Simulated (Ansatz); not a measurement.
# Al: biaxial strain in the a-b plane

The task here is to estimate one member of a computed series from the others.

Program: Ansatz 0.2.0. Level of theory: DFT r2SCAN, scalar-relativistic, plane waves, PAW. These are calculated values, not measurements.

2 further runs of the same task are left out: 2 set aside as unsound or not needed.

**The system as given**

Symmetry: Fm-3m, No. 225, cubic system. Conventional cell: a = 3.993 Å, b = 3.993 Å, c = 3.993 Å, α = 90.00°, β = 90.00°, γ = 90.00°. Al (site symmetry m-3m) has 12 Al at 2.82 Å as nearest neighbours.

As a file:

```
CELL_PARAMETERS angstrom
1.99634 1.99634 0.00000
-1.99634 1.99634 0.00000
0.00000 0.00000 3.99268
ATOMIC_POSITIONS crystal
Al 0.00000 0.00000 0.00000
Al 0.50000 0.50000 0.50000
```

It goes back to an entry of the Materials Project.

The unstrained cell was computed beforehand with the same settings: E(σ→0) = -1080.8215 eV for 2 atoms, gap none (metal).

The first run:

Input file input.yaml:

```yaml
crystal:
  lattice:
    - [1.9663945892, 1.9663945892, 0.0]
    - [-1.9663945892, 1.9663945892, 0.0]
    - [0.0, 0.0, 4.0286134833]
  atoms:
    - { symbol: Al, position: [0.0, 0.0, 0.0] }
    - { symbol: Al, position: [0.5, 0.5, 0.5] }
basis:
  ecutwfc: 500
kpoints:
  mp_grid: { grid: [18, 18, 14] }
hamiltonian:
  xc: r2scan
scf:
  occupations: { method: gaussian, width: 0.1 }
output:
  forces: true
  stress: true
  eigenvalues: true
relax:
  adjacent_minimum: "off"
  f_tol: 0.008
  max_steps: 40
  cell: { stress_tol: 0.015, fix: [a, b, gamma] }
```

On the command line:

```bash
$ ansatz run input.yaml --threads 1 --pin off --max-ram 2560MiB --backend cpu --events-out ev --progress --plain --runs-dir out
```

Steps of the session up to this table: The cell strained by -1.5 %; The cell strained by +1.5 %; Strain -3.0 %; The cell strained by +3.0 %; The cell strained by -4.5 %; At +4.5 %.

One table of the session follows, with a row left open; its other results are not shown here.

Lengths are those of the vectors of the cell that was run; stresses in GPa:

| strain (%) | ΔE (meV/atom) | a (Å) | b (Å) | c (Å) |
| --- | --- | --- | --- | --- |
| -4.5 | 34.2 | 2.696 | 2.696 | 4.170 |
| -3.0 | 15.0 | 2.739 | 2.739 | 4.125 |
| -1.5 | 3.5 | 2.781 | 2.781 | 4.041 |
| +0.0 | 0.0 | 2.823 | 2.823 | 3.993 |
| +1.5 | 4.4 | 2.866 | 2.866 | 3.951 |
| +3.0 | ? | ? | ? | ? |
| +4.5 | 22.5 | 2.950 | 2.950 | 3.833 |

**Question.** Estimate the row for strain (%) = +3.0.

Worked estimate for «ΔE (meV/atom)». A straight line through the neighbours (1.5, 4.4) and (4.5, 22.5) gives 4.4 + (22.5 − 4.4) × (3.0 − 1.5) / (4.5 − 1.5) = 13.5; a parabola fitted to 3 rows on both sides gives 11.9.

The run gave: ΔE (meV/atom): 10.8; a (Å): 2.908; b (Å): 2.908; c (Å): 3.861. In «ΔE (meV/atom)» the line misses by +2.7 and the parabola by +1.1.

ΔE is over the unstrained cell. Stress in GPa, positive in compression, on the Cartesian axes of the input. 
